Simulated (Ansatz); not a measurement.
GaP (started from an entry of an open crystallographic database), relaxed with r2SCAN, was run in Ansatz under altered settings. All numbers are computed, without spin polarisation but where a row says otherwise.

```
Ga P
1.0
     0.00000    2.72541    2.72541
     2.72541    0.00000    2.72541
     2.72541    2.72541    0.00000
Ga P
1 1
Cartesian
  0.0000 0.0000 0.0000
  1.3627 1.3627 1.3627
```

The base run's other keys:
```yaml
kpoints:
  mp_grid: { grid: [4, 4, 4] }
hamiltonian:
  xc: hse06
scf:
  occupations: { method: fixed }
  n_extra_bands: 4
```

It takes 14 iterations with 749 plane waves at 420 eV and 8 k points, and leaves a mean stress of +1.13 GPa. The gap over this mesh is 2.305 eV. It ran on 4 threads of Arm Neoverse N1 (shared host).

Outcomes, with energy and stress as changes against the base:
```csv
setting,outcome,ΔF (meV/atom),Δ mean stress (GPa),gap on the mesh (eV),iterations,wall time
"PBE hybrid, exx coeff 0.5, omega 0.3 1/Å",converged,–,-1.1,2.663,15,7.8 s
"PBE hybrid, exx coeff 0.5, omega 0.2078 1/Å",converged,–,-1.5,3.029,15,7.7 s
"PBE hybrid, exx coeff 0.5, omega 0.1 1/Å",converged,–,-1.9,3.655,15,7.7 s
scf.occupations: gaussian 0.05,converged,0.0,0.0,2.305,14,6.8 s
```
A dash marks a value that wasn't obtained or can't be compared. Stress is positive in compression. The base took 7 s.

- PBE hybrid, exx coeff 0.5, omega 0.3 1/Å. That is 50 % exact exchange, screened with ω = 0.3 1/Å, against HSE06's 25 % screened at 0.208 1/Å. The mean stress moves by -1.1 GPa and the gap on the mesh by +0.358 eV (to 2.663). Totals of different functionals aren't comparable.
- PBE hybrid, exx coeff 0.5, omega 0.2078 1/Å. That is 50 % exact exchange, screened with ω = 0.2078 1/Å, against HSE06's 25 % screened at 0.208 1/Å. The mean stress moves by -1.5 GPa and the gap on the mesh by +0.724 eV (to 3.029). Totals of different functionals aren't comparable.
- PBE hybrid, exx coeff 0.5, omega 0.1 1/Å. That is 50 % exact exchange, screened with ω = 0.1 1/Å, against HSE06's 25 % screened at 0.208 1/Å. The mean stress moves by -1.9 GPa and the gap on the mesh by +1.350 eV (to 3.655). Totals of different functionals aren't comparable. The program warns that on this mesh the truncation of the exchange isn't bounded, so part of the change can be an error of the mesh.

Within 1 meV an atom, 0.1 GPa and 0.005 eV of the base stay: scf.occupations: gaussian 0.05.

The program warns that its thresholds are loose for a hybrid's stress.

The meshes of the hybrids are coarse, so their gaps aren't converged to the digits shown.
